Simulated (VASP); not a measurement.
# C (Fd-3m) in VASP: a series of runs

Runs on C. Level: PBE. Tasks: single point.

All numbers are computed with VASP 6.6.1; they aren't measurements. Logs are shortened: lines on timing, memory, paths and dates and some standing lists are left out, and cuts for length are marked.

## 1. The crystal as given

It takes space group Fd-3m (No. 227, cubic). The conventional cell has a = 3.567 Å, b = 3.567 Å, c = 3.567 Å, α = 90.00°, β = 90.00°, γ = 90.00°. C (site symmetry -43m) has 4 C at 1.54 Å as nearest neighbours.

This isn't the form of C at room conditions, which is graphite.

## 2. Single point, PBE

INCAR reads:

```
SYSTEM = C
  ALGO = Normal
  EDIFF = 1E-7
  ENCUT = 520
  GGA = PE
  ISIF = 2
  ISMEAR = 0
  LASPH = .True.
  LCHARG = .False.
  LREAL = .False.
  LWAVE = .False.
  NELM = 100
  PREC = Accurate
  SIGMA = 0.02
```

KPOINTS reads:

```
k-points
0
Gamma
  10 10 10
  0 0 0
```

POSCAR reads:

```
C
1.0
    0.0000000000      1.7833700000      1.7833700000
    1.7833700000      0.0000000000      1.7833700000
    1.7833700000      1.7833700000      0.0000000000
C
2
Direct
    0.0000000000      0.0000000000      0.0000000000
    0.2500000000      0.2500000000      0.2500000000
```

Potentials or basis: VASP PAW PBE potentials, release 64 (C).

Launch:

```sh
cat potpaw_PBE.64/C/POTCAR > POTCAR
mpirun -np 1 vasp_std > vasp.out
```

OUTCAR:

```text
SYSTEM = C
   EDIFF = 1E-7
   ENCUT = 520
   GGA = PE
   ISIF = 2
   ISMEAR = 0
   LASPH = .True.
   LREAL = .False.
   NELM = 100
   PREC = Accurate

 ion  position               nearest neighbor table
   1  0.000  0.000  0.000-   2 1.54   2 1.54   2 1.54   2 1.54
   2  0.250  0.250  0.250-   1 1.54   1 1.54   1 1.54   1 1.54

  LATTYP: Found a face centered cubic cell.
 ALAT       =     3.5667400000

  Lattice vectors:

 A1 = (   0.0000000000,   1.7833700000,   1.7833700000)
 A2 = (   1.7833700000,   0.0000000000,   1.7833700000)
 A3 = (   1.7833700000,   1.7833700000,   0.0000000000)

Analysis of symmetry for initial positions (statically):
=====================================================================
 Subroutine PRICEL returns:
 Original cell was already a primitive cell.

 Routine SETGRP: Setting up the symmetry group for a
 face centered cubic supercell.

 Subroutine GETGRP returns: Found 48 space group operations
 (whereof 24 operations were pure point group operations)
 out of a pool of 48 trial point group operations.

The static configuration has the point symmetry T_d .
 The point group associated with its full space group is O_h .

Analysis of symmetry for dynamics (positions and initial velocities):
=====================================================================
 Subroutine PRICEL returns:
 Original cell was already a primitive cell.

 Routine SETGRP: Setting up the symmetry group for a
 face centered cubic supercell.

 Subroutine GETGRP returns: Found 48 space group operations
 (whereof 24 operations were pure point group operations)
 out of a pool of 48 trial point group operations.

The dynamic configuration has the point symmetry T_d .
 The point group associated with its full space group is O_h .

 Subroutine INISYM returns: Found 48 space group operations
 (whereof 24 operations are pure point group operations),
 and found     1 'primitive' translations

----------------------------------------------------------------------------------------

                                     Primitive cell

  volume of cell :      11.3437

  direct lattice vectors                    reciprocal lattice vectors
     0.000000000  1.783370000  1.783370000    -0.280368067  0.280368067  0.280368067
     1.783370000  0.000000000  1.783370000     0.280368067 -0.280368067  0.280368067
     1.783370000  1.783370000  0.000000000     0.280368067  0.280368067 -0.280368067

  length of vectors
     2.522066041  2.522066041  2.522066041     0.485611737  0.485611737  0.485611737

  position of ions in fractional coordinates (direct lattice)
     0.000000000  0.000000000  0.000000000
     0.250000000  0.250000000  0.250000000
[... 79 lines left out ...]
   EDIFFG = 0.1E-05   stopping-criterion for IOM
   NSW    =      0    number of steps for IOM
   IBRION =     -1    ionic relax: 0-MD 1-quasi-New 2-CG
   NFREE  =      0    steps in history (QN), initial steepest desc. (CG)
   ISIF   =      2    stress and relaxation
   ISYM   =      2    0-nonsym 1-usesym 2-fastsym
   POTIM  = 0.5000    time-step for ionic-motion
   TEBEG  =    0.0;   TEEND  =   0.0 temperature during run
   PSTRESS=    0.0 pullay stress
   NELECT =       8.0000    total number of electrons
   NUPDOWN=      -1.0000    fix difference up-down
   EMIN   =  10.00;   EMAX   =-10.00  energy-range for DOS
   EFERMI =   0.00;   METHOD = LEGACY
   ISMEAR =     0;   SIGMA  =   0.02  broadening in eV -4-tet -1-fermi 0-gaus
   EFERMI_NEDOS =   21; number of points for ismear=-14 and -15
   IALGO  =     38    algorithm
   IMIX   =      4    mixing-type and parameters
     AMIX     =   0.40;   BMIX     =  1.00
     AMIX_MAG =   1.60;   BMIX_MAG =  1.00
  volume/ion in A,a.u.               =       5.67        38.28
  Fermi-wavevector in a.u.,A,eV,Ry     =   1.457203  2.753714 28.891161  2.123440
  Thomas-Fermi vector in A             =   2.574032
   LORBIT       =      0    0 simple, 1 ext, 2 COOP (PROOUT), +10 PAW based schemes
   GGA     = PE    functional components
   LHFCALC =     F    Hartree Fock is set to
   AEXX    =    0.0000 exact exchange contribution
   IVDW    =     0    specifies the selected vdW correction
   LEPSILON=     F    determine dielectric tensor
   LRPA    =     F    only Hartree local field effects (RPA)
 non-spin polarized calculation
 Gauss-broadening in eV      SIGMA  =   0.02
  energy-cutoff  :      520.00
  volume of cell :       11.34
 maximum number of plane-waves:       322
   NGX =  9   NGY =  9   NGZ =  9

 number of electron       7.9999999 magnetization

 Free energy of the ion-electron system (eV)
  ---------------------------------------------------
  ext. energy  EPLUGINS =         0.00000000
  ---------------------------------------------------
  free energy    TOTEN  =       -18.18516310 eV

  energy without entropy =      -18.18516310  energy(sigma->0) =      -18.18516310

 E-fermi :   9.9249     XC(G=0): -13.2509

 val. band max:        9.7301573857   @ k =   0.0000   0.0000   0.0000
 cond. band min:      13.8993173112   @ k =   0.4000   0.4000   0.0000
 fundamental gap:      4.1691599255
 Fermi energy:         9.9248620633

 k-point     1 :       0.0000    0.0000    0.0000
  band No.  band energies     occupation
      1     -11.7472      2.00000
      2       9.7302      2.00000
      3       9.7302      2.00000
      4       9.7302      2.00000
      5      15.3200      0.00000
      6      15.3200      0.00000
      7      15.3200      0.00000
      8      23.0621      0.00000
[... 243 lines left out ...]
 k-point    24 :       0.4000    0.3000    0.0000
  band No.  band energies     occupation
      1      -7.1565      2.00000
      2       1.6751      2.00000
      3       3.7481      2.00000
      4       4.3734      2.00000
      5      14.5218      0.00000
      6      17.7485      0.00000
      7      23.8120      0.00000
      8      23.8683      0.00000

 [... further k-points ...]
[... 5 lines left out ...]
  --------------------------------------------------------------------------------------
  -------------------------------------------------------------------------------------
  Total        0.1742513      0.1742513      0.1742513      0.0000000      0.0000000     -0.0000000
  in kB       24.6111724     24.6111724     24.6111724      0.0000000      0.0000000     -0.0000000
  external PRESSURE =      24.6111724 kB  Pullay stress =       0.0000000 kB

 VOLUME and BASIS-vectors are now :
 -----------------------------------------------------------------------------
  energy-cutoff  :      520.00
  volume of cell :       11.34
      direct lattice vectors                 reciprocal lattice vectors
     0.000000000  1.783370000  1.783370000    -0.280368067  0.280368067  0.280368067
     1.783370000  0.000000000  1.783370000     0.280368067 -0.280368067  0.280368067
     1.783370000  1.783370000  0.000000000     0.280368067  0.280368067 -0.280368067

 POSITION                                       TOTAL-FORCE (eV/Angst)
 -----------------------------------------------------------------------------------
      0.00000      0.00000      0.00000         0.000000      0.000000      0.000000
      0.89168      0.89168      0.89168        -0.000000     -0.000000     -0.000000
 -----------------------------------------------------------------------------------
    total drift:                                0.000000      0.000000      0.000000

  FREE ENERGIE OF THE ION-ELECTRON SYSTEM (eV)
  ---------------------------------------------------
  free  energy   TOTEN  =       -18.1851631046 eV

  energy  without entropy=      -18.1851631046  energy(sigma->0) =      -18.18516310
```

OSZICAR:

```text
N       E                     dE             d eps       ncg     rms          rms(c)
DAV:   1     0.137852426670E+01    0.13785E+01   -0.51254E+03   768   0.998E+02
DAV:   2    -0.187126952401E+02   -0.20091E+02   -0.19636E+02  1216   0.117E+02
DAV:   3    -0.188238856507E+02   -0.11119E+00   -0.11119E+00   776   0.118E+01
DAV:   4    -0.188240484350E+02   -0.16278E-03   -0.16278E-03  1112   0.483E-01
DAV:   5    -0.188240484589E+02   -0.23862E-07   -0.23862E-07   784   0.422E-03    0.556E+00
DAV:   6    -0.183450368970E+02    0.47901E+00   -0.36692E-01   784   0.484E+00    0.334E+00
DAV:   7    -0.181838549818E+02    0.16118E+00   -0.40512E-01   888   0.520E+00    0.765E-01
DAV:   8    -0.181851338807E+02   -0.12789E-02   -0.18083E-03   784   0.491E-01    0.469E-02
DAV:   9    -0.181851506788E+02   -0.16798E-04   -0.13270E-04  1072   0.102E-01    0.273E-02
DAV:  10    -0.181851632636E+02   -0.12585E-04   -0.13594E-05   768   0.431E-02    0.625E-03
DAV:  11    -0.181851631105E+02    0.15305E-06   -0.38094E-08  1040   0.215E-03    0.133E-03
DAV:  12    -0.181851631046E+02    0.59028E-08   -0.10348E-08   384   0.130E-03
   1 F= -.18185163E+02 E0= -.18185163E+02  d E =-.233971E-45
```

stdout:

```text
POSCAR found type information on POSCAR C
 POSCAR found :  1 types and       2 ions
 scaLAPACK will be used
 LDA part: xc-table for (Slater+PW92), standard interpolation
 POSCAR, INCAR and KPOINTS ok, starting setup
 FFT: planning ... GRIDC
 FFT: planning ... GRID_SOFT
 FFT: planning ... GRID
 WAVECAR not read
 entering main loop
```

It took 7.5 s on 1 thread of Intel Xeon Platinum 8259CL at 2.50GHz (Skylake/Cascade Lake), shared host; peak memory 0.12 GiB.

Results:

| Item | Value |
| --- | --- |
| Free energy | -18.1852 eV |
| Pressure | 2.5 GPa |
| Band gap on the k mesh | 4.17 eV, indirect (least direct gap 5.59 eV) |

## 3. Single point, PBE

INCAR is that of step 2.

KPOINTS reads:

```
k-points
0
Gamma
  12 12 12
  0 0 0
```

POSCAR is that of step 2.

Potentials or basis: VASP PAW PBE potentials, release 64 (C).

Launch:

```sh
cat potpaw_PBE.64/C/POTCAR > POTCAR
mpirun -np 1 vasp_std > vasp.out
```

Wall time 8.4 s (1 thread of Intel Xeon Platinum 8259CL at 2.50GHz (Skylake/Cascade Lake), shared host); peak memory 0.12 GiB.

The run converged. Its results:

- Free energy: -18.1852 eV
- Pressure: 2.5 GPa
- Band gap on the k mesh: 4.15 eV, indirect (least direct gap 5.59 eV)

Levels at points of the mesh, in eV from the valence-band top:
| k point | band 1 | band 2 | band 3 | band 4 | band 5 | band 6 | band 7 | band 8 |
| --- | --- | --- | --- | --- | --- | --- | --- | --- |
| (0.00, 0.00, 0.00) | -21.48 | 0.00 | 0.00 | 0.00 | 5.59 | 5.59 | 5.59 | 13.33 |
| (0.50, 0.00, 0.00) | -15.70 | -13.37 | -2.80 | -2.80 | 8.46 | 8.46 | 8.85 | 15.70 |
| (0.50, 0.50, 0.00) | -12.76 | -12.76 | -6.30 | -6.30 | 4.76 | 4.76 | 16.81 | 16.81 |

A k mesh can miss the band edges. Expect the measured gap to be larger: semilocal functionals such as PBE lack the derivative discontinuity.

(Part 1 of 2 ends here.)
